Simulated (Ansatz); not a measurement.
Runs of Ansatz 0.2.0 on Ti3Ni. The structure is cubic, space group Pm-3m (No. 221). Conventional cell: a = 3.935 Å, b = 3.935 Å, c = 3.935 Å, α = 90.00°, β = 90.00°, γ = 90.00°. Ni (site symmetry m-3m) has 12 Ti at 2.78 Å as nearest neighbours. Ti (site symmetry 4/mmm) is surrounded by 4 Ni at 2.78 Å and 8 Ti at 2.78 Å. The cell comes from a database or a generator and needn't be the stable form of this composition.

```csv
task,level,k mesh,cutoff (eV),gap on the mesh (eV),moment (μB),V0 of scaled cells (Å³/atom),B0 (GPa)
single point,PBEsol,7 × 7 × 7,420,none,0.00,-,-
equation of state,r2SCAN,7 × 7 × 7,500,-,-,15.09,(a)
equation of state,PBEsol,7 × 7 × 7,420,-,-,14.64,138
phonons,PBEsol,6 × 6 × 6,420,none,0.00,-,-
```

Alike in all rows: potentials or basis Ansatz PAW; spin collinear, ferromagnetic start; cell as given; smearing fermi-dirac 0.05 eV.

Question: Fill in the values left out.

Answer: (a) 124.

Caveats: the PAW data sets come from PBE, with cores solved anew for the run's functional, which leaves a small shift of forces and pressure; the magnetic or orbital state may not be the lowest (some runs).

A k mesh can miss the band edges.

A gap of «none» marks a metal or a gap under the smearing width.

Not every run made on this cell is shown here.
